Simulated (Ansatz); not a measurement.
# TiSe2 (CdI2 type): a single-point run

Wanted: a converged single-point run for TiSe2 (CdI2 type), and a check of what comes out. The structure is shown as the input types it.

Method: DFT PBE, spin-orbit coupling, plane waves, PAW, in Ansatz 0.2.0.

1 further run of the same task is left out (set aside as unsound or not needed). Runs told in other sessions of the task aren't counted.

**1. The system as given**

The structure is trigonal, space group P-3m1 (No. 164). Conventional cell: a = 3.543 Å, b = 3.543 Å, c = 6.670 Å, α = 90.00°, β = 90.00°, γ = 120.00°. Ti (site symmetry -3m) has 6 Se at 2.56 Å in its first shell of neighbours. Se (site symmetry 3m) has 3 Ti at 2.56 Å in its first shell of neighbours.

As a file:

```cif
data_structure
_symmetry_space_group_name_H-M 'P-3m1'
_symmetry_Int_Tables_number 164
_cell_length_a 3.5431
_cell_length_b 3.5431
_cell_length_c 6.6702
_cell_angle_alpha 90.000
_cell_angle_beta 90.000
_cell_angle_gamma 120.000
_cell_volume 72.52
loop_
_atom_site_label
_atom_site_type_symbol
_atom_site_symmetry_multiplicity
_atom_site_Wyckoff_symbol
_atom_site_fract_x
_atom_site_fract_y
_atom_site_fract_z
_atom_site_occupancy
Ti1 Ti 1 a 0.00000 0.00000 0.00000 1
Se1 Se 2 d 0.33333 0.66667 0.23186 1
```

**2. The calculation**

Contents of input.yaml:

```yaml
crystal:
  lattice:
    - [3.543136063202, 0.0, 0.0]
    - [-1.771568031601, 3.068445839798, 0.0]
    - [0.0, 0.0, 6.6702112453]
  atoms:
    - { symbol: Ti, position: [0.0, 0.0, 0.0] }
    - { symbol: Se, position: [0.3333333333333, 0.6666666666667, 0.2318608152] }
    - { symbol: Se, position: [0.6666666666667, 0.3333333333333, 0.7681391848] }
basis:
  ecutwfc: 420
  ecutrho_ratio: 4
kpoints:
  mp_grid: { grid: [12, 12, 6] }
hamiltonian:
  xc: pbe
scf:
  occupations: { method: fermi_dirac, width: 0.3 }
  n_extra_bands: 0
  max_iter: 75
output:
  forces: true
  stress: true
magnetization:
  noncollinear: true
  spin_orbit: true
```

Run with:

```sh
ansatz run input.yaml --threads 4 --pin off --max-ram 7168MiB --backend cpu --events-out ev --progress --plain --runs-dir out
```

What happens when this is run?

The run ended at the input check. It says: «inconsistent input (scf.n_extra_bands, scf.occupations.method): n_bands = 44 leaves no empty band above the 44 bands that the deck's 44 electrons occupy (under non-collinear spin a band holds one electron) ...»

The suspect setting: scf.occupations.method is fermi_dirac; scf.occupations.width is 0.3; scf.n_extra_bands is 0. The band count leaves no room above the highest filled state.

The cure: set scf.occupations.method to gaussian, scf.occupations.width to 0.05 and scf.n_extra_bands to 26.
